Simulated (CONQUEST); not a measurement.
Runs of CONQUEST 1.3 on C. It takes space group Fd-3m (No. 227, cubic). The conventional cell has a = 3.567 Å, b = 3.567 Å, c = 3.567 Å, α = 90.00°, β = 90.00°, γ = 90.00°. C (site symmetry -43m) is surrounded by 4 C at 1.54 Å. This isn't the form of C at room conditions, which is graphite.

| task | level | potentials or basis | spin | cell | k mesh | smearing | mesh quality | gap on the mesh (eV) | pressure (GPa) | moment (μB) | V0 of scaled cells (Å³/atom) | B0 (GPa) |
| --- | --- | --- | --- | --- | --- | --- | --- | --- | --- | --- | --- | --- |
| single point | SOGGA | PseudoDojo NC PBEsol, DZP, grid cutoff 120 Ha | collinear, antiferromagnetic start | volume scaled by 0.8 | 7 × 7 × 5 | methfessel-paxton of order 1 0.1 eV | not flagged | (b) | 149.1 | 0.00 | - | - |
| equation of state | LDA | PseudoDojo NC LDA, DZP, grid of 24 × 24 × 36 points | off | as given | 9 × 9 × 6 | fermi-dirac 0.05 eV | not flagged | - | - | - | 5.60 | 460 |
| single point | revPBE | PseudoDojo NC PBE, DZP, grid cutoff 80 Ha | collinear, random start | volume scaled by 1.15 | 6 × 6 × 4 | fermi-dirac 0.027 eV | coarse | 4.00 | (a) | 0.00 | - | - |
| equation of state | PBEsol | PseudoDojo NC PBEsol, DZP, grid of 24 × 24 × 36 points | off | as given | 9 × 9 × 6 | fermi-dirac 0.05 eV | not flagged | - | - | - | 5.70 | 446 |
| band structure | revPBE | PseudoDojo NC PBE, DZP, grid cutoff 80 Ha | collinear, random start | volume scaled by 1.15 | 6 × 6 × 4 | fermi-dirac 0.027 eV | coarse | - | - | 0.00 | - | - |

**Question.** Fill in the values left out.

**Answer.** (a) -40.2; (b) 4.65.

Caveats: some runs use coarse meshes; the basis of atomic orbitals isn't converged, which shifts pressures, moduli and gaps; the potentials were made for another functional, which shifts forces and pressure (some runs); the DZP basis gives volumes some 2 % larger than converged bases do, and moduli off by several per cent (some runs); an odd mesh through Γ misses points on the zone boundary, where band edges often lie (some runs); the box holds several primitive cells, so bands are folded and the points are those of the box's own zone (some runs).

Runs at the PBE level aren't shown here.
